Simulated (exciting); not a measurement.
# CaSe (Fm-3m) in exciting: a series of runs

Aim: see how the results for CaSe move with the level of theory and the settings. Levels: PBEsol, PBE. Tasks: single point.

Program: exciting (release sodium). These are calculated values, not measurements. Logs are shortened: lines on timing, memory, paths and dates and some standing lists are left out, and cuts for length are marked.

**The experiment to reproduce.**

A printed reference work, monograph, original work of 1988 reports, for a bulk crystal of CaSe at 2 K: band gap 3.85 eV (indirect).

How close the calculation comes is told below.

### Step 1. The crystal as given

Symmetry: Fm-3m, No. 225, cubic system. The conventional cell has a = 5.912 Å, b = 5.912 Å, c = 5.912 Å, α = 90.00°, β = 90.00°, γ = 90.00°. Se (site symmetry m-3m) has 6 Ca at 2.96 Å as nearest neighbours. Ca (site symmetry m-3m) has 6 Se at 2.96 Å as nearest neighbours.

### Step 2. Single point, PBEsol

File input.xml:

```xml
<input>
  <title>CaSe</title>
  <structure speciespath="./" tshift="false">
    <crystal scale="1">
      <basevect>0.000000000000 5.586030424394 5.586030424394</basevect>
      <basevect>5.586030424394 0.000000000000 5.586030424394</basevect>
      <basevect>5.586030424394 5.586030424394 0.000000000000</basevect>
    </crystal>
    <species speciesfile="Se.xml" rmt="2">
      <atom coord="0.500000000000 0.500000000000 0.500000000000"/>
    </species>
    <species speciesfile="Ca.xml" rmt="2.2">
      <atom coord="0.000000000000 0.000000000000 0.000000000000"/>
    </species>
  </structure>
  <groundstate do="fromscratch" ngridk="8 8 8" rgkmax="9" gmaxvr="14" lmaxapw="10" lmaxmat="10" lmaxvr="8" xctype="GGA_PBE_SOL" stype="Gaussian" swidth="0.00073499" nempty="10" ValenceRelativity="iora*" epsengy="1e-05" epspot="1e-05" maxscl="60" tforce="true" outputlevel="normal"/>
</input>
```

Potentials or basis: all-electron LAPW+lo, shipped species files, valence relativity iora*.

The run is started by

```console
$ OMP_NUM_THREADS=1 exciting_smp
```

INFO.OUT:

```text
================================================================================
EXCITING SODIUM started
All units are atomic (Hartree, Bohr, etc.)
================================================================================

********************************************************************************
* Ground-state run starting from atomic densities                              *
********************************************************************************

++++++++++++++++++++++++++++++++++++++++++++++++++++++++++++++++++++++++++++++++
+ Starting initialization                                                      +
++++++++++++++++++++++++++++++++++++++++++++++++++++++++++++++++++++++++++++++++

 Lattice vectors (cartesian) :
      0.0000000000      5.5860304244      5.5860304244
      5.5860304244      0.0000000000      5.5860304244
      5.5860304244      5.5860304244      0.0000000000

 Reciprocal lattice vectors (cartesian) :
     -0.5624016367      0.5624016367      0.5624016367
      0.5624016367     -0.5624016367      0.5624016367
      0.5624016367      0.5624016367     -0.5624016367

 Unit cell volume                           :     348.6100362095
 Brillouin zone volume                      :       0.7115406548

 Species :    1 (Se)
     parameters loaded from                 :    Se.xml
     name                                   :    selenium
     nuclear charge                         :     -34.00000000
     electronic charge                      :      34.00000000
     atomic mass                            :  143935.27480000
     muffin-tin radius                      :       2.00000000
     # of radial points in muffin-tin       :     350

     atomic positions (lattice) :
       1 :   0.50000000  0.50000000  0.50000000

 Species :    2 (Ca)
     parameters loaded from                 :    Ca.xml
     name                                   :    calcium
     nuclear charge                         :     -20.00000000
     electronic charge                      :      20.00000000
     atomic mass                            :   73057.72470000
     muffin-tin radius                      :       2.20000000
     # of radial points in muffin-tin       :     350

     atomic positions (lattice) :
       1 :   0.00000000  0.00000000  0.00000000

 Total number of atoms per unit cell        :       2

 Spin treatment                             :    spin-unpolarised

 Number of Bravais lattice symmetries       :      48
 Number of crystal symmetries               :      48

 k-point grid                               :       8    8    8
 Total number of k-points                   :      29
 k-point set is reduced with crystal symmetries

 R^MT_min * |G+k|_max (rgkmax)              :       9.00000000
 Species with R^MT_min                      :       1 (Se)
 Maximum |G+k| for APW functions            :       4.50000000
 Maximum |G| for potential and density      :      14.00000000

 G-vector grid sizes                        :      36    36    36
 Total number of G-vectors                  :   16265

 Maximum angular momentum used for
     APW functions                          :      10
     computing H and O matrix elements      :      10
     potential and density                  :       8
     inner part of muffin-tin               :       2

 Total nuclear charge                       :     -54.00000000
 Total electronic charge                    :      54.00000000
 Total core charge                          :      28.00000000
 Total valence charge                       :      26.00000000

 Number of empty states                     :      10
 Total number of valence states             :      24

 Maximum Hamiltonian size                   :     568
 Maximum number of plane-waves              :     546
 Total number of local-orbitals             :      22

 Exchange-correlation type                  :      22
     PBEsol, Phys. Rev. Lett. 100, 136406 (2008)
     Generalised gradient approximation (GGA)

 Smearing scheme                            :    Gaussian
 Smearing width                             :       0.00073499

 Using multisecant Broyden potential mixing

++++++++++++++++++++++++++++++++++++++++++++++++++++++++++++++++++++++++++++++++
+ Ending initialization                                                        +
++++++++++++++++++++++++++++++++++++++++++++++++++++++++++++++++++++++++++++++++

********************************************************************************
* Groundstate module started                                                   *
********************************************************************************
 Output level for this task is set to normal

++++++++++++++++++++++++++++++++++++++++++++++++++++++++++++++++++++++++++++++++
+ Self-consistent loop started                                                 +
++++++++++++++++++++++++++++++++++++++++++++++++++++++++++++++++++++++++++++++++
 Density and potential initialised from atomic data

++++++++++++++++++++++++++++++++++++++++++++++++++++++++++++++++++++++++++++++++
+ SCF iteration number :    1                                                  +
++++++++++++++++++++++++++++++++++++++++++++++++++++++++++++++++++++++++++++++++
 Total energy                               :     -3110.94373851
 _______________________________________________________________
 Fermi energy                               :         0.17413486
 Kinetic energy                             :      3168.98723468
 Coulomb energy                             :     -6158.14841757
 Exchange energy                            :      -118.93068228
 Correlation energy                         :        -2.85187334

 DOS at Fermi energy (states/Ha/cell)       :         0.00000000

 Electron charges :
     core                                   :        28.00000000
     core leakage                           :         0.00080864
     valence                                :        26.00000000
     interstitial                           :         4.71590189
     charge in muffin-tin spheres :
                  atom     1    Se          :        31.40619474
                  atom     2    Ca          :        17.87790337
     total charge in muffin-tins            :        49.28409811
     total charge                           :        54.00000000

 Estimated fundamental gap                  :         0.08614204
        valence-band maximum at    1      0.0000  0.0000  0.0000
     conduction-band minimum at   21      0.5000  0.5000  0.0000

++++++++++++++++++++++++++++++++++++++++++++++++++++++++++++++++++++++++++++++++
+ SCF iteration number :    2                                                  +
++++++++++++++++++++++++++++++++++++++++++++++++++++++++++++++++++++++++++++++++
 Total energy                               :     -3109.51221451
 _______________________________________________________________
 Fermi energy                               :         0.18065144
 Kinetic energy                             :      3170.01413469
 Coulomb energy                             :     -6157.77516399
 Exchange energy                            :      -118.89914734
 Correlation energy                         :        -2.85203787
[... 366 lines left out ...]
 Electron charges :
     core                                   :        28.00000000
     core leakage                           :         0.00080522
     valence                                :        26.00000000
     interstitial                           :         4.80448074
     charge in muffin-tin spheres :
                  atom     1    Se          :        31.28850373
                  atom     2    Ca          :        17.90701553
     total charge in muffin-tins            :        49.19551926
     total charge                           :        54.00000000

 Estimated fundamental gap                  :         0.07130839
        valence-band maximum at    1      0.0000  0.0000  0.0000
     conduction-band minimum at   21      0.5000  0.5000  0.0000

 RMS change in effective potential (target) :  0.348465E-08  ( 0.100000E-04)
 Absolute change in total energy   (target) :  0.311911E-05  ( 0.100000E-04)
 Charge distance                   (target) :  0.316140E-08  ( 0.100000E-04)
 Abs. change in max-nonIBS-force   (target) :   0.00000      ( 0.500000E-04)

++++++++++++++++++++++++++++++++++++++++++++++++++++++++++++++++++++++++++++++++
| Convergency criteria checked for the last 2 iterations                       +
| Convergence targets achieved. Performing final SCF iteration                 +
++++++++++++++++++++++++++++++++++++++++++++++++++++++++++++++++++++++++++++++++
 Total energy                               :     -3108.28835000
 _______________________________________________________________
 Fermi energy                               :         0.19348052
 Kinetic energy                             :      3171.06872346
 Coulomb energy                             :     -6157.62396172
 Exchange energy                            :      -118.88083852
 Correlation energy                         :        -2.85227322

 DOS at Fermi energy (states/Ha/cell)       :         0.00000000

 Electron charges :
     core                                   :        28.00000000
     core leakage                           :         0.00080522
     valence                                :        26.00000000
     interstitial                           :         4.80448075
     charge in muffin-tin spheres :
                  atom     1    Se          :        31.28850373
                  atom     2    Ca          :        17.90701553
     total charge in muffin-tins            :        49.19551925
     total charge                           :        54.00000000

 Estimated fundamental gap                  :         0.07130839
        valence-band maximum at    1      0.0000  0.0000  0.0000
     conduction-band minimum at   21      0.5000  0.5000  0.0000

++++++++++++++++++++++++++++++++++++++++++++++++++++++++++++++++++++++++++++++++
+ Self-consistent loop stopped                                                 +
++++++++++++++++++++++++++++++++++++++++++++++++++++++++++++++++++++++++++++++++
 STATE.OUT is written

--------------------------------------------------------------------------------
- Writing atomic positions and forces                                          -
--------------------------------------------------------------------------------

 Atomic positions (lattice) :
 atom     1  Se  :     0.50000000    0.50000000    0.50000000
 atom     2  Ca  :     0.00000000    0.00000000    0.00000000

 Total atomic forces including IBS (cartesian) :
 atom     1  Se  :     0.00000000   -0.00000000   -0.00000000
 atom     2  Ca  :    -0.00000000    0.00000000    0.00000000

 Atomic force components including IBS (cartesian) :
 atom     1  Se  :    -0.00000000    0.00000000   -0.00000000   HF force
                 :     0.00000000    0.00000000   -0.00000000   core correction
                 :    -0.00000000    0.00000000   -0.00000000   IBS correction
 atom     2  Ca  :     0.00000000   -0.00000000    0.00000000   HF force
                 :     0.00000000   -0.00000000    0.00000000   core correction
                 :     0.00000000   -0.00000000    0.00000000   IBS correction

********************************************************************************
* Groundstate module stopped                                                   *
********************************************************************************

--------------------------------------------------------------------------------
- CAUTION! Warnings have been written in file WARNING.OUT !                    -
--------------------------------------------------------------------------------
================================================================================
| EXCITING SODIUM stopped                                                      =
================================================================================
```

It took 2.5 min on 1 thread of Arm Neoverse V2, shared host; peak memory 0.14 GiB.

Results:

| Quantity | Value |
| --- | --- |
| Free energy | -84580.8349 eV |
| Band gap on the k mesh | 1.94 eV, indirect (least direct gap 2.89 eV) |
| All electrons inside the program's atomic spheres | Se 31.29; Ca 17.91 (radii Se 2.0, Ca 2.2 bohr) |

Levels at points of the mesh, in eV from the valence-band top:
```
           k point  band 9  band 10  band 11  band 12  band 13  band 14  band 15  band 16  band 17  band 18
(0.00, 0.00, 0.00)  -20.62   -11.83     0.00     0.00     0.00     3.20     3.66     3.66     3.66     4.26
(0.50, 0.00, 0.00)  -20.63   -11.12    -3.33    -1.21    -1.21     4.39     5.46     5.50     5.50     7.56
(0.50, 0.50, 0.00)  -20.65   -11.24    -2.56    -0.95    -0.95     1.94     4.96     5.05     6.04     6.05
```

(Part 1 of 2 ends here.)
